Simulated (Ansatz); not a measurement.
NaH (h-MgO type), relaxed with r2SCAN. The symmetry is P6_3/mmc (No. 194, hexagonal); a = 3.953 Å, c = 4.828 Å in the conventional setting, 16.34 Å³ an atom. Na is surrounded by 5 H at 2.28–2.41 Å; H is surrounded by 5 Na at 2.28–2.41 Å.

```
Na H
1.0
     3.95331    0.00000    0.00000
    -1.97665    3.42366    0.00000
     0.00000    0.00000    4.82832
Na H
2 2
Direct
  0.33333 0.66667 0.25000
  0.66667 0.33333 0.75000
  0.66667 0.33333 0.25000
  0.33333 0.66667 0.75000
```

The questions ask for values computed with the PAW code Ansatz on this geometry. No spin polarisation and no zero-point or thermal motion; the cell was built from a prototype and may be hypothetical.

(1) Is there a gap with r2SCAN, and of what kind?

(2) Estimate the gap with PBE on 12×12×6.

(3) Estimate the gap with HSE06 on 6×6×4.

(4) What does G0W0@PBE with 484 empty bands, a screening cutoff of 220 eV and a 6×6×4 mesh give?

(5) How strongly does the crystal screen a field with clamped ions (PBE)?

(6) What fraction of exact exchange does the dielectric-dependent hybrid take (1/ε∞ of PBE, averaged over directions)?

(7) Relaxed again with PBEsol, is the cell stable at the zone centre, and where do its optical modes lie?

## Answers

(1) r2SCAN gives an indirect gap of 3.67 eV, from K–Γ (0.75 of the way from K) to K; the least direct gap is 4.44 eV at K–Γ (0.10 of the way from K).

(2) PBE gives an indirect gap of 3.33 eV, from K–Γ (0.70 of the way from K) to K; the least direct gap is 4.10 eV at K–Γ (0.10 of the way from K). The gap differs by -0.34 eV from r2SCAN's.

(3) The HSE06 gap is indirect, 4.26 eV (Γ–M (0.33 of the way from Γ) to K), below the direct gap of 5.10 eV at K–Γ (0.10 of the way from K). The gap differs by +0.59 eV from r2SCAN's.

(4) 5.50 eV (PBE's gap over the path plus the quasiparticle shift read on the mesh). Over the mesh points the PBE gap of 3.33 eV becomes a quasiparticle gap of 5.50 eV (Γ–M (0.33 of the way from Γ) to K), a change of +2.17 eV. Renormalisation factors Z lie between 0.66 and 0.82. G0W0 here is at a finite number of bands, screening cutoff and k mesh, not at the basis limit.

(5) The clamped-ion dielectric constant comes out as 2.76 along x and y, 2.82 along z. Born charges, averaged over directions: Na +0.92, H -0.92 e.

(6) 0.360.

(7) All optical modes at Γ are real, from 144 to 803 cm⁻¹ without the longitudinal term; this says nothing of other wave vectors. With the long-range field the highest mode reaches 913 cm⁻¹. The program warns that the force constants, and all that is formed from them, aren't settled on this k mesh.

The meshes of the hybrids are coarse, so their gaps aren't converged to the digits shown.

Set aside, since their points miss a band edge that the other levels read or their mesh is too coarse: PBE0, LC-ωPBE.
